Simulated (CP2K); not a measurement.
V: equation of state with LDA

V:

```
V
1.0
     2.62293    0.00000    0.00000
    -0.87431    2.47292    0.00000
    -0.87431   -1.23646    2.14161
V
1
Direct
  0.00000 0.00000 0.00000
```

```
Program                             : CP2K 2026.2
Task                                : equation of state
Functional                          : LDA
Potentials or basis                 : GTH_POTENTIALS V GTH-PADE-q13; TZVP-MOLOPT-PBE-GTH basis
Density cutoff                      : 6123 eV
k mesh                              : 12 × 12 × 12
Occupations                         : fermi-dirac, width 0.1 eV
Spin                                : collinear spin, ferromagnetic start
Starting moments                    : [2.0] μB
SCF solver                          : diagonalisation with k points
Quickstep method                    : GPW
EPS_DEFAULT                         : 1.0E-9
EPS_SCF                             : 1.0E-6
MAX_SCF                             : 150
SCF_GUESS                           : ATOMIC
k points reduced by the point group : yes
Mesh centred on Gamma               : yes
CHOLESKY                            : OFF
EPS_EIGVAL                          : 1.0E-7
MIXING METHOD                       : BROYDEN_MIXING
MIXING ALPHA                        : 0.2
NBUFFER                             : 10
NGRIDS                              : 4
Basis sets                          : V TZVP-MOLOPT-PBE-GTH-q13
Potentials                          : V GTH-PADE-q13 of GTH_POTENTIALS
MULTIPLICITY of the start           : 4
ADDED_MOS                           : [11, 14]
REL_CUTOFF (Ry)                     : 60 Ry
MIXING BETA (1/bohr)                : 1.5 1/bohr
CUTOFF of the grids                 : 450 Ry
```

```
Equilibrium volume : 12.62 Å³/atom (rough: see the caveat)
Bulk modulus       : 207 GPa (rough)
```

Energy against volume, from the lowest point:
```
volume (Å³/atom)  energy (meV/atom)
          13.058               0.00
          13.336              14.68
          13.613              35.40
          13.891              61.55
          14.169              92.61
          14.447             128.08
          14.725             167.53
```

All runs of the series together: 14 min on 2 threads of Arm Neoverse V2 (shared host).

Caveat: the minimum lies outside the volumes run; the basis of atomic orbitals isn't converged, which shifts pressures, moduli and gaps.
